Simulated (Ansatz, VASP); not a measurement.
## KF: VASP beside Ansatz

Contents of INCAR:

```
SYSTEM = KF
  PREC = Accurate
  ENCUT = 520
  EDIFF = 1E-7
  ISMEAR = 0
  SIGMA = 0.05
  LREAL = .False.
  LASPH = .True.
  NELM = 60
  ALGO = Normal
  ISIF = 2
  LWAVE = .False.
  LCHARG = .True.
  GGA = PS
  LELF = .True.
  LVHAR = .True.
  NBANDS = 15
```

The input KPOINTS:

```
Automatic mesh
0
Gamma
  8 8 8
  0 0 0
```

POSCAR

```
KF
1.0
    3.2589550000      0.0000000000      0.0000000000
    0.0000000000      3.2589550000      0.0000000000
    0.0000000000      0.0000000000      2.9982386000
K F
1 1
Direct
    0.0000000000      0.0000000000      0.0000000000
    0.5000000000      0.5000000000      0.5000000000
```

Input for Ansatz:

```yaml
crystal:
  lattice:
    - [3.258955, 0.0, 0.0]
    - [0.0, 3.258955, 0.0]
    - [0.0, 0.0, 2.9982386]
  atoms:
    - { symbol: K, position: [0.0, 0.0, 0.0] }
    - { symbol: F, position: [0.5, 0.5, 0.5] }
basis:
  ecutwfc: 420
kpoints:
  mp_grid: { grid: [8, 8, 8] }
hamiltonian:
  xc: pbesol
scf:
  occupations: { method: gaussian, width: 0.05 }
output:
  forces: true
  stress: true
  eigenvalues: true
```

Change from the starting cell: strain +0.000 along x and y, -0.080 along z, atoms carried along.

Alike in both runs: task single point; functional PBEsol; k mesh 8 × 8 × 8; occupations gaussian, width 0.05 eV; no spin polarisation.

|  | VASP | Ansatz |
| --- | --- | --- |
| version | VASP 6.6.1 | Ansatz 0.2.0 |
| potentials or method | VASP PAW PBE potentials, release 64 (K_sv, F) | scalar-relativistic, plane waves, PAW |
| plane-wave cutoff (eV) | 520 | 420 |
| valence electrons in the cell | 16 | 16 |

```csv
,VASP,Ansatz,Ansatz less VASP
gap on the k mesh at the Fermi level (eV),6.42,6.44,+0.020
least direct gap on the mesh (eV),6.45,6.47,+0.019
pressure (GPa),0.4,0.3,-0.09
largest component of the traceless stress (GPa),5.29,5.26,-0.033
```

With one functional, cell and mesh, what is left measures potentials, basis and numerics.

Caveats: the PAW data sets were made with another functional, which shifts forces and pressure a little (VASP). A k mesh can miss the band edges.
